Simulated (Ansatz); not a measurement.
# Te2Mo in Ansatz: a series of runs

One slab, Te2Mo, is run at these levels: revPBE, BLYP; tasks: band structure.

Program: Ansatz 0.2.0. These are calculated values, not measurements. Logs are shortened: lines on timing, memory, paths and dates and some standing lists are left out, and cuts for length are marked.

## Step 1: The structure

The cell holds a slab with vacuum, 6 atoms: a = 6.362 Å, b = 3.480 Å, c = 36.176 Å, α = 90.00°, β = 90.14°, γ = 90.00°.

## Step 2: Band structure, revPBE

Input file input.yaml:

```yaml
crystal:
  lattice:
    - [6.3616090156, 0.0, 0.0]
    - [0.0, 3.48040306, 0.0]
    - [-0.0857412231, 0.0, 36.1758904685]
  atoms:
    - { symbol: Te, position: [0.4292511, 0.75, 0.54070358] }
    - { symbol: Te, position: [0.5707489, 0.25, 0.45929642] }
    - { symbol: Te, position: [0.92084787, 0.25, 0.55652732] }
    - { symbol: Te, position: [0.07915213, 0.75, 0.44347268] }
    - { symbol: Mo, position: [0.18134756, 0.25, 0.49746537] }
    - { symbol: Mo, position: [0.81865244, 0.75, 0.50253463] }
hamiltonian:
  xc: revpbe
  pseudopotentials: { kind: paw }
kpoints:
  mp_grid: { grid: [4, 8, 1] }
  band_path:
    path:
      - [[0.0, 0.0, 0.0], [0.0, 0.0, 0.5], [-0.4997944133, 0.0, 0.5067361864], [-0.5, 0.0, 0.5], [-0.5, 0.5, 0.5], [-0.5002055867, 0.5, 0.4932638136], [-0.5, 0.5, 0.0], [-0.5, 0.0, 0.0], [-0.5002055867, 0.0, 0.4932638136]]
      - [[-0.4997944133, 0.5, 0.5067361864], [0.0, 0.5, 0.5], [0.0, 0.5, 0.0]]
      - [[0.0, 0.0, 0.5], [0.0, 0.5, 0.5]]
    npoints: 14
scf:
  occupations: { method: fermi_dirac, width: 0.05 }
  n_extra_bands: 15
output:
  forces: true
  stress: true
  eigenvalues: true
  fatbands: true
  write_density: true
  write_potential: true
  elf: true
  volumetric_format: npy
```

Potentials or basis: Ansatz PAW.

On the command line:

```bash
$ ansatz run input.yaml --threads 2 --pin off --max-ram 5632MiB --backend cpu --events-out ev --progress --plain --runs-dir out
```

The program printed:

```text
Warning: RAYON_NUM_THREADS=2 ignored (pool sized by the plan → 2); use --threads N
scf.n_extra_bands = 15 over 46 filled bands (N_el = 92.0): the run solves 61 bands
Engine: ansatz 0.2.0, x86_64-unknown-linux-gnu
Pseudopotentials: kind: paw
Pseudopotential: Te, paw, valence charge 16, recommended cutoff 420 eV (normal), Te.paw.azcp
Pseudopotential: Mo, paw, valence charge 14, recommended cutoff 420 eV (normal), Mo.paw.azcp
Functional definition: revPBE
  parameter kappa = 1.245
  parameter beta = 0.06672455060314922
  exchange = pbe_x(kappa = kappa, mu = beta*pi^2/3)
  correlation = pbe_c(beta = beta)
Crystal: 6 atoms, lattice volume = 800.969 Å³
Basis set: ecut = 420 eV, 15635 PW (Γ), exchange–correlation on 90×48×486 points (8 copies of the dense FFT grid, shifted against one another)
Bands: 61, of which v1, the nominal top of the filled ones, is band 46 counted from 1 (45 counted from 0)
Symmetry: 4 space group operations
Space group: P21/m (ITA 11), of the structure as read, at distance tolerance 9.3e-5 Å
k-points: 15 of 32
Non-local potential: Te, projectors of the file, l = 0: 2, l = 1: 2, l = 2: 2, l = 3: 2
Non-local potential: Mo, projectors of the file, l = 0: 3, l = 1: 2, l = 2: 2, l = 3: 1
PAW form: soft (Blöchl's): semilocal exchange-correlation on the pseudo side does not see the compensation charge
PAW frozen core: Te, regenerated for the run's functional, and the local potential with it (the file was generated under x = pbe(κ = 0.804, μ = 0.2195149727645171), c = pbe(β = 0.06672455060314922))
PAW frozen core: Mo, regenerated for the run's functional, and the local potential with it (the file was generated under x = pbe(κ = 0.804, μ = 0.2195149727645171), c = pbe(β = 0.06672455060314922))
PAW one-centre angular grid: Te, 590 points (default); XC on 64 Gauss nodes
PAW one-centre angular grid: Mo, 590 points (default); XC on 64 Gauss nodes
Initial density: superposition of atomic densities (neutral atoms: chi_scale 0, normalization atom), corrected by the library's trained network
Initial wavefunctions: pseudopotential atomic-orbital guess
Functional: x = revpbe(κ = 1.245, μ = 0.2195149727645171), c = pbe(β = 0.06672455060314922)
SCF iter   1: F=—  HF=-37868.683661 eV  |F-HF|=—  |Δ(HF+E_count)|=         —  Δρ=2.54e-3  dr2=9.65e-2  ethr=1.77e-3  ⟨swp⟩=10.1  Hψ=4349  notcnv=0  defer=29
preconditioner: auto → LDOS  [metal: Δε(μ)=0.144 eV  Ē_g=8.091 eV  σ=0.050 eV  W_gap=0.46  n_scr=72 (ndim 8)  ℏωp=7.9 eV  f_vac=0.785  D(μ)=0.98/eV (n_scr^D=4)  β→1.0]
[... 14 lines left out ...]
Internal energy: -37868.679719 eV  (E = F + TS)
E sigma→0 (E₀):  -37868.683955 eV
Entropy (-TS):   -0.008471 eV (-1.412 meV/atom)
Fermi energy:    -1.284090 eV
--- Per-component energies (eV) ---
  E_band       = -2419.717172
  E_kinetic    = 1604.953172
  E_local      = -157183.710474  (includes V_loc(G=0)·N_el)
  E_nonlocal   = -957.781582
  E_hartree    = 78398.837860
  E_xc         = -864.951014
  E_vxc        = -874.205196  (∫ρ·V_xc dr)
  E_paw        = -25088.119223  (= ΣΔE_a)
  E_vpaw       = -1806.645211  (= ΣTr[D̂ρ^β])
  E_aug_tail   = -0.000638  (compensation charges beyond the density's cutoff)
  E_ewald      = 66222.334639
  E_core_change = -0.242460  (= ΣΔE_core)
  E_smearing   = -0.008471  (= −TS)
  E_closure    = 0.000000  (closes the sum)
  Σ components = -37868.688190   (vs F -37868.688190, Δ=0.00e0)
--- Forces (eV/Å), atoms counted from 1 ---
  atom   1  Te     0.05697994     0.00000000     0.16043033
  atom   2  Te    -0.05697994     0.00000000    -0.16043033
  atom   3  Te    -0.01669580     0.00000000     0.39837147
  atom   4  Te     0.01669580     0.00000000    -0.39837147
  atom   5  Mo     0.09255732     0.00000000     0.01619034
  atom   6  Mo    -0.09255732     0.00000000    -0.01619034
  max |Σ_I F_I| component: 0.00e0 eV/Å
--- Stress (GPa, compression-positive) ---
        0.387327       0.000000       0.016513
        0.000000       0.285369       0.000000
        0.016513       0.000000       0.419792
  P = ⅓ Tr σ = 0.3642 GPa (3.642 kbar)
--- Band table (eV; the first three rows and the last of 15) ---
  k-point 0: bands = ["-62.3093", "-62.2522", "-38.2211", "-38.2143", "-38.2031", "-38.2020", "-38.1704", "-38.1630", "-38.1483", "-38.1339", "-38.1232", "-38.1207", "-38.0620", "-38.0592", "-38.0461", "-38.0438", "-37.9946", "-37.9839", "-37.9430", "-37.9357", "-37.9261", "-37.9219", "-36.5406", "-36.4785", "-36.4347", "-36.3224", "-36.2673", "-36.1215", "-14.0545", "-13.1009", "-12.2905", "-12.0738", "-6.8531", "-6.2009", "-5.8896", "-5.1791", "-3.9838", "-3.7268", "-3.6142", "-3.2021", "-2.9329", "-2.5599", "-2.2232", "-1.8764", "-1.5829", "-1.1133", "-0.6342", "-0.2111", "0.4348", "0.8512", "0.9689", "1.9813", "2.1092", "2.1221", "2.5460", "2.7896", "3.2412", "3.4737", "3.5973", "3.7996", "3.8155"]
  k-point 1: bands = ["-62.3064", "-62.2536", "-38.2181", "-38.2110", "-38.2037", "-38.2035", "-38.1716", "-38.1646", "-38.1475", "-38.1342", "-38.1233", "-38.1210", "-38.0588", "-38.0561", "-38.0476", "-38.0453", "-37.9953", "-37.9855", "-37.9428", "-37.9359", "-37.9256", "-37.9216", "-36.5393", "-36.4973", "-36.4260", "-36.3369", "-36.2589", "-36.1232", "-13.8818", "-12.9919", "-12.2121", "-11.9643", "-6.6776", "-6.0170", "-5.8218", "-5.1107", "-4.1417", "-4.0324", "-3.7373", "-3.4816", "-2.9686", "-2.6093", "-2.3402", "-2.1220", "-1.6173", "-1.4272", "-1.2803", "0.0358", "0.6231", "0.6758", "0.7930", "1.1001", "1.5445", "2.0437", "2.7938", "3.0048", "3.4384", "3.6729", "3.8641", "4.0240", "4.1468"]
  k-point 2: bands = ["-62.2983", "-62.2579", "-38.2132", "-38.2075", "-38.2029", "-38.2029", "-38.1746", "-38.1687", "-38.1455", "-38.1353", "-38.1235", "-38.1216", "-38.0517", "-38.0515", "-38.0480", "-38.0479", "-37.9966", "-37.9893", "-37.9424", "-37.9367", "-37.9244", "-37.9211", "-36.5454", "-36.5384", "-36.4051", "-36.3575", "-36.2421", "-36.1331", "-13.3897", "-12.6930", "-12.0205", "-11.7052", "-6.2428", "-5.8864", "-5.3944", "-5.0993", "-4.9345", "-4.2813", "-4.1461", "-4.0374", "-3.3110", "-3.0438", "-3.0051", "-2.5788", "-2.1485", "-1.6567", "-1.1037", "-0.2375", "0.2836", "0.6606", "0.7906", "0.8671", "1.6626", "1.9465", "3.3132", "3.5839", "3.8965", "4.0160", "4.2503", "4.4029", "4.7425"]
  k-point 14: bands = ["-62.2754", "-62.2754", "-38.2137", "-38.2137", "-38.1932", "-38.1932", "-38.1770", "-38.1770", "-38.1400", "-38.1400", "-38.1227", "-38.1227", "-38.0541", "-38.0541", "-38.0385", "-38.0385", "-37.9966", "-37.9966", "-37.9390", "-37.9390", "-37.9214", "-37.9214", "-36.5925", "-36.5925", "-36.3648", "-36.3648", "-36.1823", "-36.1823", "-12.1162", "-12.1162", "-11.6989", "-11.6989", "-6.9566", "-6.9566", "-5.9182", "-5.9182", "-4.5916", "-4.5916", "-3.6515", "-3.6515", "-3.5600", "-3.5600", "-2.9955", "-2.9955", "-2.1365", "-2.1365", "-0.1755", "-0.1755", "0.6191", "0.6191", "1.0307", "1.0307", "2.1501", "2.1501", "3.3082", "3.3082", "4.0177", "4.0177", "4.6306", "4.6306", "5.4485"]
```

rho_z.tsv:

```text
# z_ang	rho[e/angstrom^3]
# format = ansatz-planar-average/11
# lattice	6.361609016	0.000000000	0.000000000
# lattice	0.000000000	3.480403060	0.000000000
# lattice	-0.085741223	0.000000000	36.175890469
# sites	6
# site	52	2.684367081	2.610302295	19.560433486
# site	52	3.591500711	0.870100765	16.615456982
# site	52	5.810356779	0.870100765	20.132871371
# site	52	0.465511014	2.610302295	16.043019097
# site	42	1.111008983	0.870100765	17.996252737
# site	42	5.164858809	2.610302295	18.179637732
0.000000	2.383306e-6
0.148872	-2.381013e-6
0.297745	2.379538e-6
0.446617	-2.375107e-6
0.595490	2.371430e-6
0.744362	-2.363216e-6
[... 235 lines left out ...]
35.878247	2.379538e-6
36.027120	-2.381013e-6
```

It took 6.1 min on 2 threads of Intel Xeon at 2.50GHz (Skylake/Cascade Lake), shared host; peak memory 4.1 GiB.

What came out:

```
Free energy            : -37868.6882 eV
Largest force          : 0.399 eV/Å
Band gap on the k mesh : none (metal or under the smearing width)
```

Forces in eV/Å, atoms in the order of the input:
```
Te   0.057  0.000  0.160
Te  -0.057  0.000 -0.160
Te  -0.017  0.000  0.398
Te   0.017  0.000 -0.398
Mo   0.093  0.000  0.016
Mo  -0.093  0.000 -0.016
```

Stress tensor (GPa, compression positive):
```
0.39 0.00 0.02
0.00 0.29 0.00
0.02 0.00 0.42
```

Levels at the corners of the path, in eV from the Fermi level:
```csv
point,band 43,band 44,band 45,band 46,band 47,band 48,band 49,band 50
Γ,-0.94,-0.59,-0.30,0.17,0.65,1.07,1.72,2.14
Y,-0.94,-0.59,-0.30,0.17,0.65,1.07,1.72,2.14
H,-1.25,-0.81,-0.77,-0.65,0.12,1.08,1.48,1.84
C,-1.25,-0.81,-0.77,-0.65,0.12,1.08,1.48,1.84
E,-1.71,-1.71,-0.85,-0.85,1.11,1.11,1.90,1.90
M1,-1.71,-1.71,-0.85,-0.85,1.11,1.11,1.90,1.90
A,-1.71,-1.71,-0.85,-0.85,1.11,1.11,1.90,1.90
X,-1.25,-0.81,-0.77,-0.65,0.12,1.08,1.48,1.84
H1,-1.25,-0.81,-0.77,-0.65,0.12,1.08,1.48,1.84
M,-1.71,-1.71,-0.85,-0.85,1.11,1.11,1.90,1.90
D,-1.61,-1.61,-1.40,-1.40,1.19,1.19,1.45,1.45
Z,-1.61,-1.61,-1.40,-1.40,1.19,1.19,1.45,1.45
Y,-0.94,-0.59,-0.30,0.17,0.65,1.07,1.72,2.14
D,-1.61,-1.61,-1.40,-1.40,1.19,1.19,1.45,1.45
```

Caveat: spin-orbit coupling is left out, which moves the levels of the heavy elements; the PAW data sets come from PBE, with cores solved anew for the run's functional, which leaves a small shift of forces and pressure.

## Step 3: Band structure, BLYP

Edit input.yaml of step 2 so:

```diff
@@ -13,3 +13,3 @@
 hamiltonian:
-  xc: revpbe
+  xc: blyp
   pseudopotentials: { kind: paw }
@@ -30,3 +30,3 @@
   eigenvalues: true
-  fatbands: true
+  fatbands: false
   write_density: true
```

Potentials or basis: Ansatz PAW.

On the command line:

```bash
$ ansatz run input.yaml --threads 2 --pin off --max-ram 5632MiB --backend cpu --events-out ev --progress --plain --runs-dir out
```

Wall time 3.1 min (2 threads of Intel Xeon at 2.50GHz (Skylake/Cascade Lake), shared host); peak memory 3.6 GiB.

Results (log left out):

```
Free energy            : -37928.0880 eV
Largest force          : 0.828 eV/Å
Band gap on the k mesh : none (metal or under the smearing width)
```

Forces in eV/Å, atoms in the order of the input:
```
Te   0.013  0.000  0.540
Te  -0.013  0.000 -0.540
Te  -0.033  0.000  0.828
Te   0.033  0.000 -0.828
Mo   0.147  0.000  0.022
Mo  -0.147  0.000 -0.022
```

Stress tensor (GPa, compression positive):
```
 1.21  0.00 -0.03
 0.00  1.23  0.00
-0.03  0.00  0.99
```

Levels at the corners of the path, in eV from the Fermi level:
| point | band 44 | band 45 | band 46 | band 47 | band 48 | band 49 |
| --- | --- | --- | --- | --- | --- | --- |
| Γ | -0.60 | -0.30 | 0.17 | 0.65 | 1.03 | 1.69 |
| Y | -0.60 | -0.30 | 0.17 | 0.65 | 1.03 | 1.69 |
| H | -0.80 | -0.79 | -0.66 | 0.14 | 1.05 | 1.45 |
| C | -0.80 | -0.79 | -0.66 | 0.14 | 1.05 | 1.45 |
| E | -1.67 | -0.81 | -0.81 | 1.07 | 1.07 | 1.88 |
| M1 | -1.67 | -0.81 | -0.81 | 1.07 | 1.07 | 1.88 |
| A | -1.67 | -0.81 | -0.81 | 1.07 | 1.07 | 1.88 |
| X | -0.80 | -0.79 | -0.66 | 0.14 | 1.05 | 1.45 |
| H1 | -0.80 | -0.79 | -0.66 | 0.14 | 1.05 | 1.45 |
| M | -1.67 | -0.81 | -0.81 | 1.07 | 1.07 | 1.88 |
| D | -1.59 | -1.38 | -1.38 | 1.16 | 1.16 | 1.44 |
| Z | -1.59 | -1.38 | -1.38 | 1.16 | 1.16 | 1.44 |
| Y | -0.60 | -0.30 | 0.17 | 0.65 | 1.03 | 1.69 |
| D | -1.59 | -1.38 | -1.38 | 1.16 | 1.16 | 1.44 |

Caveat: spin-orbit coupling is left out, which moves the levels of the heavy elements; the PAW data sets come from PBE, with cores solved anew for the run's functional, which leaves a small shift of forces and pressure.
